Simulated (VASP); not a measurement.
# SnTe (Fm-3m) in VASP: settings compared, part 2 of 2

VASP 6.6.1. The steps go on from the part before.

## 3. Single point, PBE (31.01 Å³/atom)

This run uses another cell than the first one, of 31.01 Å³/atom.

INCAR reads:

```
SYSTEM = SnTe
PREC = Accurate ; ENCUT = 500
EDIFF = 1E-6 ; ISMEAR = -1
SIGMA = 0.02 ; LREAL = .False.
LASPH = .True. ; NELM = 120
ALGO = Normal ; ISIF = 2
LWAVE = .False. ; LCHARG = .False.
GGA = PE ; NBANDS = 17
GGA_COMPAT = .False.
```

KPOINTS reads:

```
regular mesh
0
Gamma
  6 6 6
  0 0 0
```

POSCAR reads:

```
SnTe
1.0
    0.0000000000      3.1417145562      3.1417145562
    3.1417145562      0.0000000000      3.1417145562
    3.1417145562      3.1417145562      0.0000000000
Sn Te
1 1
Direct
    0.0000000000      0.0000000000      0.0000000000
    0.5000000000      0.5000000000      0.5000000000
```

Potentials or basis: VASP PAW PBE potentials, release 64 (Sn_d, Te).

Run with:

```
$ cat potpaw_PBE.64/Sn_d/POTCAR potpaw_PBE.64/Te/POTCAR > POTCAR
$ mpirun -np 1 vasp_std > vasp.out
```

OUTCAR:

```text
SYSTEM = SnTe
   PREC = Accurate
   ENCUT = 500
   EDIFF = 1E-6
   ISMEAR = -1
   LREAL = .False.
   LASPH = .True.
   NELM = 120
   ISIF = 2
   GGA = PE

 ion  position               nearest neighbor table
   1  0.000  0.000  0.000-   2 3.14   2 3.14   2 3.14   2 3.14   2 3.14   2 3.14
   2  0.500  0.500  0.500-   1 3.14   1 3.14   1 3.14   1 3.14   1 3.14   1 3.14

  LATTYP: Found a face centered cubic cell.
 ALAT       =     6.2834291124

  Lattice vectors:

 A1 = (   0.0000000000,   3.1417145562,   3.1417145562)
 A2 = (   3.1417145562,   0.0000000000,   3.1417145562)
 A3 = (   3.1417145562,   3.1417145562,   0.0000000000)

Analysis of symmetry for initial positions (statically):
=====================================================================
 Subroutine PRICEL returns:
 Original cell was already a primitive cell.

 Routine SETGRP: Setting up the symmetry group for a
 face centered cubic supercell.

 Subroutine GETGRP returns: Found 48 space group operations
 (whereof 48 operations were pure point group operations)
 out of a pool of 48 trial point group operations.

The static configuration has the point symmetry O_h .

Analysis of symmetry for dynamics (positions and initial velocities):
=====================================================================
 Subroutine PRICEL returns:
 Original cell was already a primitive cell.

 Routine SETGRP: Setting up the symmetry group for a
 face centered cubic supercell.

 Subroutine GETGRP returns: Found 48 space group operations
 (whereof 48 operations were pure point group operations)
 out of a pool of 48 trial point group operations.

The dynamic configuration has the point symmetry O_h .

 Subroutine INISYM returns: Found 48 space group operations
 (whereof 48 operations are pure point group operations),
 and found     1 'primitive' translations

[... 98 lines left out ...]
   EMIN   =  10.00;   EMAX   =-10.00  energy-range for DOS
   EFERMI =   0.00;   METHOD = LEGACY
   ISMEAR =    -1;   SIGMA  =   0.02  broadening in eV -4-tet -1-fermi 0-gaus
   EFERMI_NEDOS =   21; number of points for ismear=-14 and -15
   IALGO  =     38    algorithm
   IMIX   =      4    mixing-type and parameters
     AMIX     =   0.40;   BMIX     =  1.00
     AMIX_MAG =   1.60;   BMIX_MAG =  1.00
  volume/ion in A,a.u.               =      31.01       209.27
  Fermi-wavevector in a.u.,A,eV,Ry     =   1.122642  2.121487 17.147776  1.260326
  Thomas-Fermi vector in A             =   2.259304
   LORBIT       =      0    0 simple, 1 ext, 2 COOP (PROOUT), +10 PAW based schemes
   GGA     = PE    functional components
   LHFCALC =     F    Hartree Fock is set to
   AEXX    =    0.0000 exact exchange contribution
   IVDW    =     0    specifies the selected vdW correction
   LEPSILON=     F    determine dielectric tensor
   LRPA    =     F    only Hartree local field effects (RPA)
 non-spin polarized calculation
  energy-cutoff  :      500.00
  volume of cell :       62.02
 maximum number of plane-waves:      1591
   NGX = 17   NGY = 17   NGZ = 17

 number of electron      20.0000011 magnetization

 Free energy of the ion-electron system (eV)
  ---------------------------------------------------
  ext. energy  EPLUGINS =         0.00000000
  ---------------------------------------------------
  free energy    TOTEN  =        -7.53415077 eV

  energy without entropy =       -7.53388403  energy(sigma->0) =       -7.53401740

 E-fermi :   7.1295     XC(G=0):  -9.5388

 val. band max:        7.0678607475   @ k =   0.5000   0.0000   0.0000
 cond. band min:       7.1911302789   @ k =   0.5000   0.0000   0.0000
 fundamental gap:      0.1232695313
 Fermi energy:         7.1294952151

 k-point     1 :       0.0000    0.0000    0.0000
  band No.  band energies     occupation
      1     -14.8570      2.00000
      2     -14.8570      2.00000
      3     -14.8503      2.00000
      4     -14.8503      2.00000
      5     -14.8503      2.00000
      6      -5.8063      2.00000
[... 297 lines left out ...]
      4     -14.8430      2.00000
      5     -14.8390      2.00000
      6      -4.1243      2.00000
[... 9 lines left out ...]
     16      17.1897      0.00000
     17      18.3260      0.00000

------------------------ aborting loop because EDIFF is reached ----------------------------------------

  FORCE on cell =-STRESS in cart. coord.  units (eV):
  Direction    XX          YY          ZZ          XY          YZ          ZX
  --------------------------------------------------------------------------------------
  -------------------------------------------------------------------------------------
  Total        1.0221166      1.0221166      1.0221166      0.0000000      0.0000000     -0.0000000
  in kB       26.4046765     26.4046765     26.4046765      0.0000000      0.0000000     -0.0000000
  external PRESSURE =      26.4046765 kB  Pullay stress =       0.0000000 kB

 VOLUME and BASIS-vectors are now :
 -----------------------------------------------------------------------------
  energy-cutoff  :      500.00
  volume of cell :       62.02
      direct lattice vectors                 reciprocal lattice vectors
     0.000000000  3.141714556  3.141714556    -0.159148768  0.159148768  0.159148768
     3.141714556  0.000000000  3.141714556     0.159148768 -0.159148768  0.159148768
     3.141714556  3.141714556  0.000000000     0.159148768  0.159148768 -0.159148768

 POSITION                                       TOTAL-FORCE (eV/Angst)
 -----------------------------------------------------------------------------------
      0.00000      0.00000      0.00000         0.000000      0.000000      0.000000
      3.14171      3.14171      3.14171         0.000000      0.000000     -0.000000
 -----------------------------------------------------------------------------------
    total drift:                                0.000000     -0.000000     -0.000000

  FREE ENERGIE OF THE ION-ELECTRON SYSTEM (eV)
  ---------------------------------------------------
  free  energy   TOTEN  =        -7.5341507724 eV

  energy  without entropy=       -7.5338840260  energy(sigma->0) =       -7.53401740
```

Run time: 5.8 s. Hardware: 1 thread of Intel Xeon 6975P-C (Granite Rapids), shared host; peak memory 0.17 GiB.

Results:

```yaml
Free_energy: -7.5342 eV
Pressure: 2.6 GPa
Band_gap_on_the_k_mesh: 0.12 eV
```

Caveat: spin-orbit coupling is left out, which moves the levels of the heavy elements. A k mesh can miss the band edges.

## 4. Against experiment

Step 2. Measured gap of SnTe: 0.18 eV (direct; 300 K; a printed reference work, textbook). This calculation gives 0.74 eV (+0.56 eV). Spin-orbit coupling on Sn, Te is left out. The value is that of PBE0 on a finite k mesh, which can miss the band edges, without temperature or zero-point motion.
